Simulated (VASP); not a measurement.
Crystal: BN.

```
N B
1.0
     2.49824    0.00000    0.00000
    -1.24912    2.16354    0.00000
     0.00000    0.00000    6.63570
N B
2 2
Direct
  0.66667 0.33333 0.25000
  0.33333 0.66667 0.75000
  0.66667 0.33333 0.75000
  0.33333 0.66667 0.25000
```

Program: VASP 6.6.1. Alike in all runs: level PBE; potentials or basis VASP PAW PBE potentials, release 64 (N, B); no spin polarisation; cell as given; k mesh 12 × 12 × 4; cutoff (eV) 520; smearing gaussian 0.02 eV. Hardware: 1 thread of Intel(R) Xeon(R) Platinum 8488C (Sapphire Rapids), with other jobs on the host.

Question: Order these runs on this cell by their wall time, lowest first.
A. task electron localisation function
B. task Born charges and dielectric tensor
C. task density of states; k mesh for the DOS 18 × 18 × 6; occupations for the DOS tetrahedron

Answer: A (17 s), C (56 s), B (400 s).
